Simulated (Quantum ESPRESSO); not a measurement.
Crystal: CdO2.

```
CELL_PARAMETERS angstrom
3.47623 0.00000 0.00000
-1.73811 3.01050 0.00000
0.00000 0.00000 4.14808
ATOMIC_POSITIONS crystal
Cd 0.00000 0.00000 0.00000
O 0.33333 0.66667 0.24422
O 0.66667 0.33333 0.75578
```

The cell comes from a database or a generator and needn't be the stable form of this composition.

Base run:

```yaml
Program: Quantum ESPRESSO 7.5
Functional: LDA
Potentials_or_basis: GBRV 1.5 LDA
Cutoff: 612 eV
Density_cutoff: 4898 eV
k_mesh: 9 × 9 × 7
Occupations: fermi-dirac, width 0.05 eV
Spin: no spin polarisation
```

Its results: band gap on the k mesh none (metal or under the smearing width); pressure -14.4 GPa; largest force 0.447 eV/Å.

Question: The run is repeated on the same cell with these changes: functional from LDA to PBEsol; potentials or basis from GBRV 1.5 LDA to GBRV 1.5 PBEsol. What comes out?

Answer: Band gap on the k mesh none (metal or under the smearing width); pressure -10.1 GPa; largest force 0.273 eV/Å.
